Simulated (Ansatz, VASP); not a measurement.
# ZrPbSe3 in two plane-wave programs, part 2 of 2

One calculation is typed for both programs; each brings its own data sets. How far apart do they land? The cell is generated by rule, not measured, and may not be a known phase. The cell is taken from a series of runs on this material, whose earlier steps may have relaxed, scaled, displaced or heated it; both programs get it as it stands.

VASP 6.6.1 and Ansatz 0.2.0.

So far: Starting point; Ansatz: relaxation of cell and atoms, LDA.

### Step 3. VASP: relaxation of cell and atoms, LDA

Level of this step: LDA; plane waves and PAW (Pb_d, Zr_sv, Se); invented cell (VASP).

The same cell, functional (in two slightly different forms) and mesh now go to VASP, with its own data sets.

Lines of VASP's logs that name or quote its potential files are left out, and so is its time.

Contents of INCAR:

```
SYSTEM = ZrPbSe3
PREC = Accurate
ENCUT = 500
EDIFF = 1E-07
NELM = 120
ISMEAR = 0
SIGMA = 0.01
LREAL = .FALSE.
ALGO = Normal
GGA = CA
NBANDS = 54
LASPH = .TRUE.
LORBIT = 11
LWAVE = .FALSE.
LCHARG = .FALSE.
ISIF = 3
IBRION = 2
NSW = 80
EDIFFG = -0.005
GGA_COMPAT = .FALSE.
NELMIN = 4
EFERMI = MIDGAP
KPAR = 2
```

Contents of POSCAR:

```
ZrPbSe3
1.0
   -3.5982820000      4.9559570000      3.6118960000
    3.5982820000     -4.9559570000      3.6118960000
    3.5982820000      4.9559570000     -3.6118960000
Pb Zr Se
2 2 6
Direct
    0.2917137752      0.0417138256      0.2499999496
    0.7082859855      0.9582860359      0.7499999496
    0.5000000000      0.5000000000      0.0000000000
    0.0000000000      0.5000000000      0.5000000000
    0.8696542807      0.6196543311      0.2499999496
    0.1303454800      0.3803455304      0.7499999496
    0.6847023188      0.0000000000      0.1847023188
    0.3152976812      0.0000000000      0.8152976812
    0.6847023188      0.5000000000      0.6847023188
    0.3152976812      0.5000000000      0.3152976812
```

Contents of KPOINTS:

```
Automatic mesh
0
Gamma
6 6 6
0 0 0
```

The projector-augmented-wave data sets are Pb_d, Zr_sv and Se (LDA family, release 64).

Run with:

```
$ mpirun -np 2 vasp_std
```

Numbers of over 12 decimals in the logs are rounded to 6 here.

The log of the run:

```text
[banner, memory and clock lines left out]
running    2 mpi-ranks, on    1 nodes
 distrk:  each k-point on    1 cores,    2 groups
 distr:  one band on    1 cores,    1 groups

 POSCAR found type information on POSCAR PbZrSe
 POSCAR found :  3 types and      10 ions
 LDA part: xc-table for (Slater(with rela. corr.)+CA(PZ))
 , standard interpolation
 POSCAR, INCAR and KPOINTS ok, starting setup
 FFT: planning ... GRIDC
 FFT: planning ... GRID_SOFT
 FFT: planning ... GRID
 WAVECAR not read
 entering main loop
       N       E                     dE             d eps       ncg     rms          rms(c)
DAV:   1     0.938602879425E+03    0.93860E+03   -0.39427E+04  4976   0.155E+03
DAV:   2     0.752462269888E+02   -0.86336E+03   -0.83422E+03  5252   0.428E+02
DAV:   3    -0.547238869211E+02   -0.12997E+03   -0.12562E+03  7266   0.172E+02
DAV:   4    -0.644876397779E+02   -0.97638E+01   -0.97045E+01  7496   0.425E+01
DAV:   5    -0.652486937986E+02   -0.76105E+00   -0.76019E+00  8358   0.914E+00    0.205E+01
DAV:   6    -0.612203467169E+02    0.40283E+01   -0.13828E+01  6184   0.140E+01    0.822E+00
DAV:   7    -0.611410194208E+02    0.79327E-01   -0.20393E+00  8512   0.540E+00    0.428E+00
DAV:   8    -0.611034083310E+02    0.37611E-01   -0.16047E-01  6504   0.184E+00    0.836E-01
DAV:   9    -0.611007389474E+02    0.26694E-02   -0.31262E-02  6800   0.716E-01    0.284E-01
DAV:  10    -0.611003589918E+02    0.37996E-03   -0.43211E-03  6462   0.303E-01    0.115E-01
DAV:  11    -0.611004079067E+02   -0.48915E-04   -0.49190E-04  7964   0.104E-01    0.351E-02
DAV:  12    -0.611004043532E+02    0.35535E-05   -0.60112E-05  6772   0.355E-02    0.138E-02
DAV:  13    -0.611004050802E+02   -0.72700E-06   -0.10772E-05  6874   0.115E-02    0.384E-03
DAV:  14    -0.611004051634E+02   -0.83258E-07   -0.14836E-06  6414   0.707E-03    0.186E-03
DAV:  15    -0.611004051755E+02   -0.12067E-07   -0.15158E-07  3932   0.175E-03
   1 F= -.61100405E+02 E0= -.61100405E+02  d E =-.611004E+02
 curvature:   0.00 expect dE= 0.000E+00 dE for cont linesearch  0.000E+00
 trial: gam= 0.00000 g(F)=  0.142E-04 g(S)=  0.132E-02 ort = 0.000E+00 (trialstep = 0.100E+01)
 search vector abs. value=  0.133E-02
 bond charge predicted
       N       E                     dE             d eps       ncg     rms          rms(c)
DAV:   1    -0.611117317655E+02   -0.11327E-01   -0.38516E-01  5988   0.483E+00    0.784E-01
DAV:   2    -0.611026177816E+02    0.91140E-02   -0.27476E-02  6220   0.126E+00    0.289E-01
DAV:   3    -0.611004452409E+02    0.21725E-02   -0.84872E-03  6788   0.640E-01    0.111E-01
DAV:   4    -0.611005178337E+02   -0.72593E-04   -0.80220E-04  7010   0.936E-02    0.488E-02
DAV:   5    -0.611005534905E+02   -0.35657E-04   -0.21883E-04  8838   0.795E-02    0.288E-02
DAV:   6    -0.611005557540E+02   -0.22635E-05   -0.15355E-05  6288   0.219E-02    0.659E-03
DAV:   7    -0.611005558952E+02   -0.14121E-06   -0.16472E-06  7994   0.665E-03    0.987E-04
DAV:   8    -0.611005558897E+02    0.54406E-08   -0.40092E-08  3374   0.110E-03
   2 F= -.61100556E+02 E0= -.61100556E+02  d E =-.150714E-03
 trial-energy change:   -0.000151  1 .order   -0.000138   -0.001330    0.001055
 step:   0.5658(harm=  0.5577)  dis= 0.00027  next Energy=   -61.100784 (dE=-0.379E-03)
 bond charge predicted
       N       E                     dE             d eps       ncg     rms          rms(c)
DAV:   1    -0.611028954047E+02   -0.23395E-02   -0.72431E-02  5880   0.208E+00    0.342E-01
DAV:   2    -0.611011709119E+02    0.17245E-02   -0.51854E-03  6182   0.550E-01    0.125E-01
DAV:   3    -0.611007629513E+02    0.40796E-03   -0.16073E-03  6720   0.278E-01    0.489E-02
DAV:   4    -0.611007768074E+02   -0.13856E-04   -0.15253E-04  7040   0.414E-02    0.213E-02
DAV:   5    -0.611007833796E+02   -0.65722E-05   -0.40138E-05  8772   0.345E-02    0.131E-02
DAV:   6    -0.611007839141E+02   -0.53452E-06   -0.29179E-06  6356   0.873E-03    0.415E-03
DAV:   7    -0.611007839372E+02   -0.23132E-07   -0.41904E-07  5678   0.388E-03
   3 F= -.61100784E+02 E0= -.61100784E+02  d E =-.378762E-03
 curvature:  -0.28 expect dE=-0.168E-06 dE for cont linesearch -0.932E-07
 trial: gam= 0.00000 g(F)=  0.241E-06 g(S)=  0.360E-06 ort =-0.211E-04 (trialstep = 0.913E+00)
 search vector abs. value=  0.602E-06
 reached required accuracy - stopping structural energy minimisation
```

OUTCAR, selected parts (step 3):

```text
ion  position               nearest neighbor table
   1  0.292  0.042  0.250-   8 2.98  10 2.98   9 2.98   7 2.98   5 3.05
   2  0.708  0.958  0.750-   8 2.98  10 2.98   7 2.98   9 2.98   6 3.05
   3  0.500  0.500  0.000-   5 2.62   6 2.62   7 2.63   9 2.63  10 2.63   8 2.63
   4  0.000  0.500  0.500-   6 2.62   5 2.62   8 2.63   9 2.63  10 2.63   7 2.63
   5  0.870  0.620  0.250-   3 2.62   4 2.62   1 3.05
   6  0.130  0.380  0.750-   4 2.62   3 2.62   2 3.05
   7  0.685  0.000  0.185-   4 2.63   3 2.63   2 2.98   1 2.98
   8  0.315  0.000  0.815-   3 2.63   4 2.63   2 2.98   1 2.98
   9  0.685  0.500  0.685-   3 2.63   4 2.63   2 2.98   1 2.98
  10  0.315  0.500  0.315-   3 2.63   4 2.63   2 2.98   1 2.98

  LATTYP: Found a body centered orthorhombic cell.
 ALAT       =     7.1965640000
 B/A-ratio  =     1.0037834722
 C/A-ratio  =     1.3773120061

 Subroutine GETGRP returns: Found  8 space group operations
 (whereof  4 operations were pure point group operations)

The static configuration has the point symmetry C_2h.
 The point group associated with its full space group is D_2h.

 Found     46 irreducible k-points:

   k-points           NKPTS =     46   k-points in BZ     NKDIM =     46   number of bands    NBANDS=     54

   dimension x,y,z NGX =    54 NGY =   54 NGZ =   54
   dimension x,y,z NGXF=   108 NGYF=  108 NGZF=  108

   ENCUT  =  500.0 eV  36.75 Ry    6.06 a.u.  12.96 12.96 12.96*2*pi/ulx,y,z

   NELECT =      88.0000    total number of electrons

 k-points in reciprocal lattice and weights: Automatic mesh
   0.00000000  0.00000000  0.00000000       0.005
   0.16666667  0.00000000 -0.00000000       0.019
   0.33333333  0.00000000 -0.00000000       0.019
   0.50000000 -0.00000000  0.00000000       0.009
  -0.00000000  0.16666667  0.00000000       0.019
   0.16666667  0.16666667 -0.00000000       0.037
   0.33333333  0.16666667 -0.00000000       0.037
   0.50000000  0.16666667  0.00000000       0.037
  -0.33333333  0.16666667  0.00000000       0.037
[...]
-0.33333333 -0.33333333  0.33333333       0.009
   0.50000000  0.50000000  0.50000000       0.005

 average (electrostatic) potential at core
       1 -92.3885       2 -92.3885       3 -79.0893       4 -79.0893       5 -58.6537
       6 -58.6537       7 -59.0096       8 -59.0097       9 -59.0096      10 -59.0097

 E-fermi :   5.0428

 k-point     1 :       0.0000    0.0000    0.0000
  band No.  band energies     occupation
    ...
     40       4.1963      2.00000
     41       4.3551      2.00000
     42       4.4533      2.00000
     43       4.5117      2.00000
     44       4.6941      2.00000
     45       5.3541      0.00000
     46       5.5132      0.00000
     47       5.8199      0.00000
     48       6.2978      0.00000
     49       6.8154      0.00000
    ...

 k-point     2 :       0.1667    0.0000   -0.0000
  band No.  band energies     occupation
    ...
     40       4.0517      2.00000
     41       4.1281      2.00000
     42       4.3454      2.00000
     43       4.5720      2.00000
     44       4.7829      2.00000
     45       5.4797      0.00000
     46       5.8591      0.00000
     47       6.0036      0.00000
     48       6.4710      0.00000
     49       6.7266      0.00000
    ...

 k-point     3 :       0.3333    0.0000   -0.0000
  band No.  band energies     occupation
    ...
     40       3.6251      2.00000
     41       4.0419      2.00000
     42       4.2523      2.00000
     43       4.4109      2.00000
     44       4.5115      2.00000
     45       5.7730      0.00000
     46       6.2799      0.00000
     47       6.3841      0.00000
     48       6.4364      0.00000
     49       6.6199      0.00000
    ...

  Total       -0.0044855     -0.0055022     -0.0049242      0.0000000      0.0000000      0.0000000
  in kB       -0.0278249     -0.0341318     -0.0305463      0.0000000      0.0000000      0.0000000
  external PRESSURE =      -0.0308343 kB  Pullay stress =       0.0000000 kB

  energy-cutoff  :      500.00
  volume of cell :      258.28
      direct lattice vectors                 reciprocal lattice vectors
    -3.601000283  4.960052639  3.615083569     0.000000000  0.100805382  0.138309389
     3.601000283 -4.960052639  3.615083569     0.138850308  0.000000000  0.138309389
     3.601000283  4.960052639 -3.615083569     0.138850308  0.100805382  0.000000000

 POSITION                                       TOTAL-FORCE (eV/Angst)
 -----------------------------------------------------------------------------------
     -0.00000      2.48003      0.30133        -0.000000     -0.000000     -0.000949
      3.60100      2.48003      3.31375         0.000000      0.000000      0.000949
      0.00000      0.00000      3.61508        -0.000000     -0.000000     -0.000000
      3.60100      0.00000      0.00000         0.000000      0.000000     -0.000000
      0.00000      2.48003      4.48039         0.000000      0.000000     -0.000814
      3.60100      2.48003     -0.86530        -0.000000     -0.000000      0.000814
     -1.80050      4.31234      1.80754        -0.000000      0.000685     -0.000000
      1.80050      5.60776     -1.80754         0.000000     -0.000685      0.000000
      1.80050      4.31234      1.80754        -0.000000      0.000685     -0.000000
      1.80050      0.64771      1.80754         0.000000     -0.000685      0.000000
 -----------------------------------------------------------------------------------
    total drift:                                0.000051     -0.001307      0.002306

  FREE ENERGIE OF THE ION-ELECTRON SYSTEM (eV)
  ---------------------------------------------------
  free  energy   TOTEN  =       -61.1007839372 eV

  energy  without entropy=      -61.1007839372  energy(sigma->0) =      -61.10078394

 reached required accuracy - stopping structural energy minimisation

 total charge
# of ion       s       p       d       tot
------------------------------------------
    1        1.468   0.531   9.835  11.834
    2        1.468   0.531   9.835  11.834
    3        2.179   6.009   1.537   9.725
    4        2.179   6.009   1.537   9.725
    5        1.459   2.408   0.020   3.887
    6        1.459   2.408   0.020   3.887
    7        1.460   2.423   0.025   3.908
    8        1.460   2.423   0.025   3.908
    9        1.460   2.423   0.025   3.908
   10        1.460   2.423   0.025   3.908
--------------------------------------------------
tot         16.055  27.587  22.883  66.525

[... 3 further parts left out ...]
```

CONTCAR:

```
ZrPbSe3
   1.00000000000000
    -3.6010002830409849    4.9600526394820506    3.6150835691691001
     3.6010002830409849   -4.9600526394820506    3.6150835691691001
     3.6010002830409849    4.9600526394820506   -3.6150835691691001
  Pb              Zr              Se
     2     2     6
Direct
     0.2916766158564367    0.0416766662564337    0.2499999496000029
     0.7083231448435631    0.9583231952435672    0.7499999496000029
     0.5000000000000000    0.5000000000000000    0.0000000000000000
     0.0000000000000000    0.5000000000000000    0.5000000000000000
     0.8696794540967608    0.6196795044967650    0.2499999496000029
     0.1303203066032389    0.3803203570032360    0.7499999496000029
     0.6847072327501796    0.0000000000000000    0.1847072327501796
     0.3152927672498204    0.0000000000000000    0.8152927672498204
     0.6847072327501796    0.5000000000000000    0.6847072327501796
     0.3152927672498204    0.5000000000000000    0.3152927672498204
```

### Step 4. Differences

Known differences besides the potentials themselves: the two LDA forms differ slightly; fixed occupations in Ansatz, narrow Gaussian smearing in VASP; the data sets hold 148 valence electrons in Ansatz (on its PAW soft_1 files) and 88 in VASP; the cutoff is 420 eV in Ansatz and 500 eV in VASP; VASP's log shows a relativistic correction to its local exchange, Ansatz's none; Ansatz adds a Pulay correction to the stress that steers its cell, VASP none. Total energies have different zeros and are not compared.

The two programs side by side:

```csv
quantity,Ansatz,VASP,difference
volume (Å³),257.67,258.28,-0.24 %
"edge a after relaxation, in the typed setting (Å)",7.111,7.116,-0.08 %
```

### Step 5. What came out

| Property | Result |
| --- | --- |
| difference in volume (relaxation of cell and atoms, LDA) | -0.24 % |

The difference in volume is -0.24 % (relaxation of cell and atoms, LDA), within the 1.2 % picked in this series as the mark of a large difference, as far as the stopping tolerances let one tell. The data sets hold unlike numbers of valence electrons (148 in Ansatz and 88 in VASP), so part of the differences comes from the potentials. How closely two codes agree says nothing of how well the functional describes the real material.

[Lines on the potential files, build, host, timing and source positions are cut from VASP's logs without a mark.]

[Logs are printed without paths, hosts, clocks, repeated set-up lines and the standing remarks that a program may print on its own settings, such as how far it seeks lower states.]

[Hosts, paths, dates, database ids (printed as entryN), source tags and the programs' standing remarks are cut or masked in the printed files.]
